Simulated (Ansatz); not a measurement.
## SrO: the change of energy less free atoms and pressure with volume scale

All results are calculated (Ansatz 0.2.0). Periodic Kohn-Sham DFT of a crystal at fixed atoms, scaled to volume_scale times the given cell; pressure positive in compression, energy less spherical unpolarised free atoms, largest_vzz the field gradient of largest size among the nuclei.

The cell before it is scaled or strained (space group Fm-3m, No. 225):
```
CELL_PARAMETERS angstrom
0.00000 2.56980 2.56980
2.56980 0.00000 2.56980
2.56980 2.56980 0.00000
ATOMIC_POSITIONS crystal
Sr 0.00000 0.00000 0.00000
O 0.50000 0.50000 0.50000
```

Settings of every row: method all-electron LAPW; functional LDA; relativity scalar; k mesh 8x8x8; filling fermi-dirac; smearing width 0.02 eV; basis error target 0.25 meV/atom; nucleus gaussian.

Atom start moment: 0 on all atoms.

```
row  volume scale  V (Å³/atom)  energy less free atoms (eV/atom)  pressure (GPa)
  1          0.94       15.952                           -6.7137           1.925
  2          0.95       16.122                           -6.7151           0.756
  3          0.96       16.292                           -6.7153          -0.347
  4          0.98       16.631                           -6.7124           -2.37
  5          0.99       16.801                           -6.7094          -3.298
  6             1       16.971                           -6.7054          -4.173
  7          1.01        17.14                           -6.7006          -5.001
  8          1.02        17.31                                 ?               ?
  9          1.04       17.649                            -6.681          -7.211
 10          1.05       17.819                           -6.6731          -7.866
 11          1.06       17.989                           -6.6644          -8.484
```

Question: what energy less free atoms and pressure should row 8 give?

Worked fit of energy less free atoms. Take u = (V_r/V)^(2/3) − 1 with V_r = 16.886 Å³ an atom, which is twice the finite (Eulerian) strain; such expansions in the strain, on which the Birch-Murnaghan equation of state is built, carry the rest volume and the bulk modulus. The shown rows have u = 0.03866, 0.03135, 0.02416, 0.0102, 0.00337, -0.00334, -0.0099, -0.02903, -0.03522, -0.04131. Least squares give energy less free atoms = −6.70751 − 0.5884 × u + 11.054 × u² eV/atom; a straight line predicts inner rows, each left out in turn, worse (root mean square 0.0064 against 5.9e-05 eV/atom). The rows lie off it by 0.0000, 0.0000, 0.0000, 0.0000, 0.0000, 0.0000, 0.0000, 0.0001, 0.0000, -0.0001. Its lowest point lies at u = 0.0266, or V = 16.23 Å³ an atom, and the curvature there gives the bulk modulus at fixed shape and fractions, B = (4/9)(1 + u)² E″(u)/V = 102 GPa. The withheld row has u = -0.0164, so the fit gives −6.70751 − 0.5884 × (-0.0164) + 11.054 × (-0.0164)² = -6.6949 eV/atom.

The calculation gave -6.6948 eV/atom. The fit lies 0.0001 eV/atom (0.2 % of the column's range) below it, one unit of the last digit.

Worked fit of pressure. Take u = (V_r/V)^(2/3) − 1 with V_r = 16.886 Å³ an atom, which is twice the finite (Eulerian) strain; such expansions in the strain, on which the Birch-Murnaghan equation of state is built, carry the rest volume and the bulk modulus. The shown rows have u = 0.03866, 0.03135, 0.02416, 0.0102, 0.00337, -0.00334, -0.0099, -0.02903, -0.03522, -0.04131. Least squares give pressure = −3.7437 + 130.757 × u + 399.22 × u² + 287 × u³ GPa; a parabola predicts inner rows, each left out in turn, worse (root mean square 0.0038 against 0.0021 GPa). The rows lie off it by 0.000, -0.001, 0.001, -0.002, 0.001, 0.003, -0.002, -0.001, 0.000, 0.000. The pressure vanishes at u = 0.0265, or V = 16.24 Å³ an atom, and there the bulk modulus at fixed shape and fractions is B = −V dP/dV = (2/3)(1 + u) dP/du = 104 GPa. The withheld row has u = -0.0164, so the fit gives −3.7437 + 130.757 × (-0.0164) + 399.22 × (-0.0164)² + 287 × (-0.0164)³ = -5.782 GPa.

The calculation gave -5.781 GPa. The fit lies 0.001 GPa (0.0096 % of the column's range) below it, one unit of the last digit.
